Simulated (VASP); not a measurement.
**NaF (Villiaumite): band structure with PBE0**

The system is NaF (Villiaumite).

```
Na F
1.0
     0.00000    2.32000    2.32000
     2.32000    0.00000    2.32000
     2.32000    2.32000    0.00000
Na F
1 1
Direct
  0.00000 0.00000 0.00000
  0.50000 0.50000 0.50000
```

```json
{
 "Program": "VASP 6.6.1",
 "Task": "band structure",
 "Functional": "PBE0",
 "Potentials or basis": "VASP PAW PBE potentials, release 64 (Na_pv, F)",
 "Cutoff": "520 eV",
 "k mesh": "8 × 8 × 8",
 "Occupations": "gaussian, width 0.02 eV",
 "Spin": "no spin polarisation",
 "Ladder": "free",
 "Grid for exact exchange (PRECFOCK)": "Fast",
 "Exchange at q = 0": "truncated",
 "Further INCAR settings": "ALGO = Normal; EDIFF = 1e-06"
}
```

```json
{
 "Pressure": "0.0 GPa",
 "Band gap on the k mesh": "9.20 eV, direct",
 "Band gap along the path": "9.20 eV, direct"
}
```

Levels at the corners of the path, in eV from the valence-band top:
```
point  band 3  band 4  band 5  band 6  band 7  band 8  band 9  band 10  band 11
    Γ  -20.39  -20.39    0.00    0.00    0.00    9.20   22.11    22.11    22.11
    X  -20.44  -20.44   -1.33   -0.43   -0.43   16.23   16.26    16.73    23.11
    X  -20.44  -20.44   -1.33   -0.43   -0.43   16.23   16.26    16.73    23.11
    W  -20.48  -19.96   -0.91   -0.91   -0.60   16.26   16.26    18.39    20.10
    W  -20.48  -19.96   -0.91   -0.91   -0.60   16.26   16.26    18.39    20.10
    K  -20.42  -19.98   -1.10   -0.86   -0.39   15.83   16.31    17.87    22.61
    K  -20.42  -19.98   -1.10   -0.86   -0.39   15.83   16.31    17.87    22.61
    Γ  -20.39  -20.39    0.00    0.00    0.00    9.20   22.11    22.11    22.11
    Γ  -20.39  -20.39    0.00    0.00    0.00    9.20   22.11    22.11    22.11
    L  -20.40  -19.65   -1.63   -0.27   -0.27   13.74   15.59    23.30    23.30
    L  -20.40  -19.65   -1.63   -0.27   -0.27   13.74   15.59    23.30    23.30
    U  -20.42  -19.98   -1.10   -0.86   -0.39   15.83   16.31    17.87    22.61
    U  -20.42  -19.98   -1.10   -0.86   -0.39   15.83   16.31    17.87    22.61
    W  -20.48  -19.96   -0.91   -0.91   -0.60   16.26   16.26    18.39    20.10
    W  -20.48  -19.96   -0.91   -0.91   -0.60   16.26   16.26    18.39    20.10
    L  -20.40  -19.65   -1.63   -0.27   -0.27   13.74   15.59    23.30    23.30
    L  -20.40  -19.65   -1.63   -0.27   -0.27   13.74   15.59    23.30    23.30
    K  -20.42  -19.98   -1.10   -0.86   -0.39   15.83   16.31    17.87    22.61
    U  -20.42  -19.98   -1.10   -0.86   -0.39   15.83   16.31    17.87    22.61
    X  -20.44  -20.44   -1.33   -0.43   -0.43   16.23   16.26    16.73    23.11
```

Wall time 6.8 min on 4 MPI ranks on Intel(R) Xeon(R) 6975P-C (Granite Rapids), on a shared host, peak memory 0.24 GiB a rank.

Caveat: the PAW data sets were made with another functional, which shifts forces and pressure a little.
